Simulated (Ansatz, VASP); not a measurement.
## Cross-check of Si54C53 (V_C2) between VASP and Ansatz

Wanted: the spread between two codes on one cell, functional and k mesh. The cell is taken from a series of runs on this material, whose earlier steps may have relaxed, scaled, displaced or heated it; both programs get it as it stands.

Main program and level: Ansatz 0.2.0; plane waves, with VASP 6.6.1 beside it; single point at r2SCAN.

## (1) Set-up

The cell holds 107 atoms: 54 Si and 53 C. Its edges and angles: a = 9.236 Å, b = 9.236 Å, c = 15.108 Å, α = 90.0°, β = 90.0°, γ = 120.0°. It derives from SiC (SiC (P6_3mc)). Nearest the centre at fractional (0.667, 0.667, 0.374): Si50 at 1.90 Å, Si53 at 1.92 Å, Si32 at 1.93 Å, Si26 at 1.95 Å, C105 at 3.01 Å, C83 at 3.02 Å, C98 at 3.03 Å, C92 at 3.05 Å.

## (2) VASP: single point, r2SCAN

With cell and atoms fixed, the geometry can't cause a difference; cores, projectors, grids and the points listed under the comparison can.

Lines of VASP's logs that name or quote its potential files are left out, and so is its time.

Input file INCAR:

```
SYSTEM = Si54C53
PREC = Accurate
ENCUT = 580
EDIFF = 1E-06
NELM = 120
ISMEAR = -1
SIGMA = 0.01
LREAL = Auto
ALGO = Normal
METAGGA = R2SCAN
LASPH = .TRUE.
NBANDS = 288
LORBIT = 11
LWAVE = .FALSE.
LCHARG = .FALSE.
ISIF = 2
ISYM = 0
GGA_COMPAT = .FALSE.
EFERMI = MIDGAP
LMIXTAU = .TRUE.
KPAR = 4
```

Input file POSCAR:

```
Si54C53
1.0
    9.2359949282      0.0000000000      0.0000000000
   -4.6179974641      7.9986062370      0.0000000000
    0.0000000000      0.0000000000     15.1078644027
Si C
54 53
Direct
    0.1124639585      0.2225080995      0.8328787722
    0.2215362605      0.1111030022      0.3325492128
[... 2 atom lines left out ...]
    0.0042859744      0.0049523980      0.5004513228
[... 2 atom lines left out ...]
    0.2182691746      0.4425705701      0.3321051557
[... 5 atom lines left out ...]
    0.2219717961      0.7793242071      0.3325146114
[... 1 atom line left out ...]
    0.1095376264      0.8880899944      0.1673841609
    0.0035523607      0.6683288850      0.5008995180
[... 2 atom lines left out ...]
    0.5536916015      0.1109257988      0.3318430899
[... 1 atom line left out ...]
    0.4423976811      0.2198300392      0.1653305688
[... 3 atom lines left out ...]
    0.5433286393      0.4384764438      0.3290560132
    0.5586006128      0.4479475271      0.6658535908
    0.4419335075      0.5536997408      0.1648283718
    0.3342485522      0.3356962409      0.4989973196
[... 2 atom lines left out ...]
    0.5478615325      0.7738711252      0.3306097162
    0.5584931588      0.7789974367      0.6664623387
    0.4430013653      0.8886075399      0.1660228238
    0.3344762999      0.6673169083      0.4999613604
[... 2 atom lines left out ...]
    0.8889225035      0.1118326439      0.3323138828
[... 2 atom lines left out ...]
    0.6690850338      0.0026505440      0.4993473931
[... 2 atom lines left out ...]
    0.8875467882      0.4454569209      0.3321637839
[... 1 atom line left out ...]
    0.7763523264      0.5546181666      0.1664645413
    0.6688600276      0.3360682918      0.4988894331
[... 2 atom lines left out ...]
    0.8940372569      0.7837371914      0.3370052668
    0.8923012003      0.7801772565      0.6678502504
    0.7771983571      0.8890736037      0.1664062219
    0.6775328004      0.6752523654      0.5014746656
[... 2 atom lines left out ...]
    0.0014588382      0.0036430419      0.3754114333
[... 2 atom lines left out ...]
    0.2259706265      0.1143949057      0.5416110223
[... 2 atom lines left out ...]
    0.9969067687      0.3336126828      0.3742794844
[... 1 atom line left out ...]
    0.2206172206      0.4439705043      0.2076850004
    0.2235289290      0.4458108015      0.5413130257
[... 2 atom lines left out ...]
    0.9989270765      0.6668396737      0.3756624832
[... 11 atom lines left out ...]
    0.3279454331      0.3314127394      0.3740909991
[... 1 atom line left out ...]
    0.5529326199      0.4431344200      0.2060763616
    0.5593517279      0.4497110286      0.5380092833
[... 2 atom lines left out ...]
    0.3307400753      0.6645564163      0.3748123465
[... 1 atom line left out ...]
    0.5545295119      0.7756723233      0.2075701445
    0.5589727905      0.7797311640      0.5394188627
[... 2 atom lines left out ...]
    0.6662073877      0.9965950451      0.3740288944
[... 1 atom line left out ...]
    0.8880558080      0.1110283258      0.2079413604
    0.8907965191      0.1130919813      0.5415174385
[... 2 atom lines left out ...]
    0.6653211525      0.3378872904      0.3736700857
[... 1 atom line left out ...]
    0.8878241759      0.4446870928      0.2079043648
    0.8904132056      0.4461703328      0.5415192320
[... 3 atom lines left out ...]
    0.8835253161      0.7755569350      0.2114239208
    0.8962006768      0.7827955860      0.5425507668
    0.7778598786      0.8884797658      0.0418810742
```

Input file KPOINTS:

```
Points of the shifted mesh
8
Reciprocal
 0.2500000000  0.2500000000  0.2500000000 1
 0.2500000000  0.2500000000  0.7500000000 1
 0.2500000000  0.7500000000  0.2500000000 1
 0.2500000000  0.7500000000  0.7500000000 1
 0.7500000000  0.2500000000  0.2500000000 1
 0.7500000000  0.2500000000  0.7500000000 1
 0.7500000000  0.7500000000  0.2500000000 1
 0.7500000000  0.7500000000  0.7500000000 1
```

PAW data sets: Si and C (PBE family, release 64).

Started as:

```
mpirun -np 8 vasp_std
```

Numbers of over 12 decimals in the logs are rounded to 6 here.

Log:

```text
[banner, memory and clock lines left out]
running    8 mpi-ranks, on    1 nodes
[...]
|                                                                             |
|           W    W    AA    RRRRR   N    N  II  N    N   GGGG   !!!           |
|           W    W   A  A   R    R  NN   N  II  NN   N  G    G  !!!           |
|           W    W  A    A  R    R  N N  N  II  N N  N  G       !!!           |
|           W WW W  AAAAAA  RRRRR   N  N N  II  N  N N  G  GGG   !            |
|           WW  WW  A    A  R   R   N   NN  II  N   NN  G    G                |
|           W    W  A    A  R    R  N    N  II  N    N   GGGG   !!!           |
|                                                                             |
|     For optimal performance we recommend to set                             |
|       NCORE = 2 up to number-of-cores-per-socket                            |
|     NCORE specifies how many cores store one orbital (NPAR=cpu/NCORE).      |
|     This setting can greatly improve the performance of VASP for DFT.       |
[...]
|               ----> ADVICE to this user running VASP <----                  |
|                                                                             |
|     You enforced a specific xc type in the INCAR file but a different       |
|     [... a line on the potential file left out ...]
|     I HOPE YOU KNOW WHAT YOU ARE DOING!                                     |
|                                                                             |

 LDA part: xc-table for (None), standard interpolation
 POSCAR, INCAR and KPOINTS ok, starting setup
[...]
entering main loop
       N       E                     dE             d eps       ncg     rms          rms(c)
DAV:   1     0.121596749788E+04    0.12160E+04   -0.21552E+05  4608   0.152E+03
DAV:   2    -0.101980674192E+04   -0.22358E+04   -0.21089E+04  5600   0.256E+02
DAV:   3    -0.118475608850E+04   -0.16495E+03   -0.16296E+03  5600   0.643E+01
DAV:   4    -0.118867260676E+04   -0.39165E+01   -0.38983E+01  5592   0.107E+01
[...]
DAV:  24    -0.102837535443E+04   -0.34491E-05   -0.12088E-06  3504   0.332E-03    0.518E-03
DAV:  25    -0.102837535580E+04   -0.13685E-05   -0.30504E-06  3728   0.411E-03    0.244E-03
DAV:  26    -0.102837535563E+04    0.16278E-06   -0.47408E-07  2688   0.137E-03
   1 F= -.10283754E+04 E0= -.10283753E+04  d E =-.191410E-04
```

Parts of OUTCAR (step 2):

```text
  FREE ENERGIE OF THE ION-ELECTRON SYSTEM (eV)
  ---------------------------------------------------
  free  energy   TOTEN  =     -1028.3753556334 eV

  energy  without entropy=    -1028.3753364924  energy(sigma->0) =    -1028.37534606
```

The run ends at a pressure of -0.32 GPa, with forces up to 0.95 eV/Å.

## (3) Ansatz: single point, r2SCAN

Ansatz runs on its PAW soft_1 files.

The same cell, functional, mesh and smearing now go to Ansatz.

Input file input.yaml:

```yaml
crystal:
  checkpoint: "../qp1_M1.relax.run"
  host: checkpoint
basis:
  ecutwfc: 500
  xc_grid: 2
hamiltonian:
  xc: r2scan
  pseudopotentials: { kind: paw, azcp: { folder: soft_1 } }
kpoints:
  mp_grid: { grid: [2, 2, 2], shift: [0.5, 0.5, 0.5] }
scf:
  occupations: { method: fermi_dirac, width: 0.01 }
  max_iter: 80
output:
  forces: true
  eigenvalues: true
  charged_corrections: { defect_position: [0.666667, 0.666667, 0.374367] }
checkpoint:
  read: "../qp1_M1.relax.run"
  write: "../qp1_M1.point_neutral.run"
  compress: false
  write_wavefunctions: false
  write_every: 100000
```

Started as:

```
ansatz run input.yaml --threads 8 --pin off --max-ram 15073MiB --backend cpu --events-out ev --progress --plain --runs-dir out
```

Log:

```text
Warning: checkpoint.read: spin treatment differs: saved collinear, current unpolarized; the saved charge density seeds this run and the saved magnetisation is not carried: this deck is unpolarised; the saved density holds an absolute magnetisation of 1.2e0 μB; saved orbitals and DFT+U occupations are not carried; the saved kinetic-energy density and PAW projector densities are carried summed over spin
checkpoint.read: the saved state was converged at a total charge of 1 e, and this run's is 0 e: a saved density that it takes is scaled to its electron count
crystal.checkpoint: the structure is that of <dir>, a `relax` run, at its step 6: its result, under r2scan at a charge of 1 e; 107 atoms read, 0 with a starting moment; this deck's charge is 0 e; crystal.structure_sha256 for this input is
Engine: ansatz 0.2.0, aarch64-unknown-linux-gnu
Pseudopotentials: kind: paw
Pseudopotential: Si, paw, valence charge 4, recommended cutoff 500 eV (meta_gga), soft_1/Si.paw.azcp
Pseudopotential: C, paw, valence charge 4, recommended cutoff 500 eV (meta_gga), soft_1/C.paw.azcp
Functional definition: r2SCAN
  parameter k0 = 0.174
  parameter k1 = 0.065
  parameter a1 = 4.9479
  exchange = r2scan_x(k0 = k0, k1 = k1, a1 = a1)
  correlation = r2scan_c
Crystal: 107 atoms, lattice volume = 1116.095 Å³
Basis set: ecut = 500 eV, 28399 PW (Γ), exchange–correlation on 144×144×240 points (8 copies of the dense FFT grid, shifted against one another)
Bands: 321, of which v1, the nominal top of the filled ones, is band 214 counted from 1 (213 counted from 0)
Symmetry: 1 space group operations
Space group: P1 (ITA 1), of the structure as read, at distance tolerance 1.0e-4 Å
k-points: 4 of 8 (time reversal used)
Non-local potential: Si, projectors of the file, l = 0: 2, l = 1: 2, l = 2: 1
Non-local potential: C, projectors of the file, l = 0: 2, l = 1: 2, l = 2: 1
PAW form: soft (Blöchl's): semilocal exchange-correlation on the pseudo side does not see the compensation charge
PAW frozen core: Si, regenerated for the run's functional (the file was generated under x = pbe(κ = 0.804, μ = 0.219515), c = pbe(β = 0.066725))
PAW frozen core: C, regenerated for the run's functional (the file was generated under x = pbe(κ = 0.804, μ = 0.219515), c = pbe(β = 0.066725))
PAW one-centre angular grid: Si, 302 points (default); XC on 160 Gauss nodes
PAW one-centre angular grid: C, 302 points (default); XC on 219 of its mesh's 2255 points in the sphere
Initial density: read from a saved state, or passed on in memory by an earlier SCF of this step, an earlier step, the calling program or the single point that the run made first
Initial wavefunctions: pseudopotential atomic-orbital guess
Functional: x = r2scan, c = r2scan; τ floored in thin density (d = 2e-4 eV/Å³)
iter 1 solved again at ethr=2.90e-4 eV; its pass at ethr=3.10e-3 eV (dr2=1.24e0 eV) is discarded
SCF iter   1: F=—  HF=-47874.978710 eV  |F-HF|=—  |Δ(HF+E_count)|=         —  Δρ=4.92e-3  dr2=1.24e0  dr2_τ=5.75e-3  ethr=2.90e-4  ⟨swp⟩=5.2  Hψ=8431  notcnv=0
preconditioner: auto → Resta (q_TF=auto, 2.325 Å⁻¹)  ε∞=4.3  [insulator: Δε(μ)=0.270 eV  Ē_g=12.643 eV  σ=0.010 eV  W_gap=1.00  n_scr=244 (ndim 8)  ℏωp=23.0 eV  f_vac=0.000  D(μ)=0.00/eV (n_scr^D=0)  ε∞_Penn≈4.3]
SCF iter   2: F=—  HF=-47874.778699 eV  |F-HF|=—  |Δ(HF+E_count)|=   2.00e-1  Δρ=2.46e-3  dr2=1.19e-1  dr2_τ=1.63e-3  ethr=2.90e-4  ⟨swp⟩=7.8  Hψ=2694  notcnv=0  defer=2
SCF iter   3: F=—  HF=-47874.767763 eV  |F-HF|=—  |Δ(HF+E_count)|=   1.09e-2  Δρ=9.32e-4  dr2=9.72e-3  dr2_τ=2.21e-4  ethr=2.77e-5  ⟨swp⟩=3.0  Hψ=1564  notcnv=0  defer=376
SCF iter   4: F=—  HF=-47874.769108 eV  |F-HF|=—  |Δ(HF+E_count)|=   1.35e-3  Δρ=2.70e-4  dr2=1.49e-3  dr2_τ=9.13e-5  ethr=2.27e-6  ⟨swp⟩=3.0  Hψ=1539  notcnv=0  defer=106
automatic band count: iteration 4 solves 248 bands in place of 321: the levels show a gap, and the empty bands left out lie too high to hold charge; the band table lists the bands solved (type scf.n_extra_bands for more)
SCF iter   5: F=—  HF=-47874.769108 eV  |F-HF|=—  |Δ(HF+E_count)|=   8.09e-7  Δρ=7.56e-5  dr2=7.49e-5  dr2_τ=4.13e-6  ethr=3.48e-7  ⟨swp⟩=2.0  Hψ=1648  notcnv=0  defer=106
SCF iter   6: F=—  HF=-47874.768637 eV  |F-HF|=—  |Δ(HF+E_count)|=   4.70e-4  Δρ=2.02e-5  dr2=6.94e-6  dr2_τ=2.84e-7  ethr=1.75e-8  ⟨swp⟩=2.2  Hψ=1736  notcnv=0  defer=114
SCF iter   7: F=—  HF=-47874.768638 eV  |F-HF|=—  |Δ(HF+E_count)|=   9.23e-7  Δρ=6.25e-6  dr2=1.10e-6  dr2_τ=2.44e-8  ethr=1.62e-9  ⟨swp⟩=2.0  Hψ=1451  notcnv=0  defer=114
SCF iter   8: F=-47874.768638 eV  HF=-47874.768638 eV  |F-HF|=3.53e-8  |Δ(HF+E_count)|=   2.56e-8  Δρ=1.79e-6  dr2=7.16e-8  dr2_τ=1.89e-9  ethr=2.34e-11  ⟨swp⟩=10.0  Hψ=5494  notcnv=0
SCF 1 converged in 8 iterations: F = -47874.768638 eV  dr2 = 7.16e-8
[...]
k-point 1: bands = [... 210 lower, 8.8028, 8.9289, 9.0014, 11.2667, 11.6884, 11.8981, 12.2088, 12.4368, ... 30 higher]
  k-point 2: bands = [... 210 lower, 8.9594, 8.9956, 9.1983, 11.4855, 11.9123, 12.0238, 12.1554, 12.2546, ... 30 higher]
  k-point 3: bands = [... 210 lower, 8.9627, 9.0096, 9.1973, 11.5170, 11.8570, 12.0369, 12.1963, 12.2374, ... 30 higher]
```

In the SCF lines HF is the Harris–Foulkes energy and dr2 the Hartree energy of the density residual, in eV; the loop may stop once dr2 is under the threshold and the program's other checks hold. Hψ counts applications of the Hamiltonian.

## (4) Side by side

Known differences besides the potentials themselves: VASP keeps PBE cores, Ansatz makes them for the functional; the cutoff is 500 eV in Ansatz and 580 eV in VASP (PREC = Accurate, projectors in real space). Total energies have different zeros and are not compared.

Both answers:

```csv
quantity,Ansatz,VASP,difference
gap on the k mesh (eV),0.171,0.172,0.000
```

Forces on 7 of the 107 atoms, those with the largest forces and the largest differences (eV/Å; atoms numbered as in POSCAR):

```csv
atom,"Ansatz x, y, z","VASP x, y, z"
Si26,"-0.308, 0.764, -0.281","-0.315, 0.756, -0.283"
Si32,"0.405, -0.750, -0.412","0.394, -0.750, -0.421"
Si50,"-0.562, -0.425, 0.529","-0.550, -0.418, 0.539"
Si53,"0.612, 0.215, -0.538","0.621, 0.218, -0.531"
C82,"0.167, -0.491, -0.435","0.166, -0.489, -0.441"
C88,"-0.395, 0.351, -0.526","-0.395, 0.351, -0.534"
C106,"0.282, 0.123, 0.885","0.284, 0.127, 0.890"
```

The forces differ by 2.6 meV/Å r.m.s., which is 1.5 % of the r.m.s. force of 0.173 eV/Å (both taken over all components). A gap on the mesh is an upper bound, since the band edges may lie between its points.

## (5) Summary of results

| Item | Value |
| --- | --- |
| r.m.s. force difference (single point, r2SCAN) | 2.6 meV/Å |

**Reading.** The r.m.s. force difference is 2.6 meV/Å (single point, r2SCAN), within the 12 meV/Å picked in this series as the mark of a large difference. Such differences can come from data sets, numerical settings and the points named under the comparisons, not from the functional's error against experiment.

[Lines on the potential files, build, host, timing and source positions are cut from VASP's logs without a mark.]

[Logs are printed without paths, hosts, clocks, repeated set-up lines and the standing remarks that a program may print on its own settings, such as how far it seeks lower states.]

[Hosts, paths, dates, database ids (printed as entryN), source tags and the programs' standing remarks are cut or masked in the printed files.]
